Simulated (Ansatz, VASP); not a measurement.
PbF2 (Fluorocronite): VASP beside Ansatz

```
Pb F
1.0
     0.00000    2.90316    2.90316
     2.90316    0.00000    2.90316
     2.90316    2.90316    0.00000
Pb F
1 2
Direct
  0.00000 0.00000 0.00000
  0.75000 0.75000 0.75000
  0.25000 0.25000 0.25000
```

Change from the starting cell: volume scaled by 0.94.

Alike in both runs: task single point; functional PBE; k mesh 8 × 8 × 8; occupations fermi-dirac, width 0.05 eV; no spin polarisation.

|  | VASP | Ansatz |
| --- | --- | --- |
| version | VASP 6.6.1 | Ansatz 0.2.0 |
| potentials or method | VASP PAW PBE potentials, release 64 (Pb_d, F) | Ansatz PAW |
| plane-wave cutoff (eV) | 520 | 420 |
| valence electrons in the cell | 28 | 28 |

VASP gave:

| Item | Value |
| --- | --- |
| gap on the k mesh at the Fermi level (eV) | 4.39 |
| least direct gap on the mesh (eV) | 4.55 |
| pressure (GPa) | 8.1 |

What did Ansatz give for the same quantities?

gap on the k mesh at the Fermi level (eV): 4.40; least direct gap on the mesh (eV): 4.55; pressure (GPa): 8.3.

Caveats: spin-orbit coupling is left out, which as a rule narrows the gap of such compounds by several tenths of an eV; the pressure holds a Pulay correction of +0.5 GPa for the finite cutoff (Ansatz). A k mesh can miss the band edges.
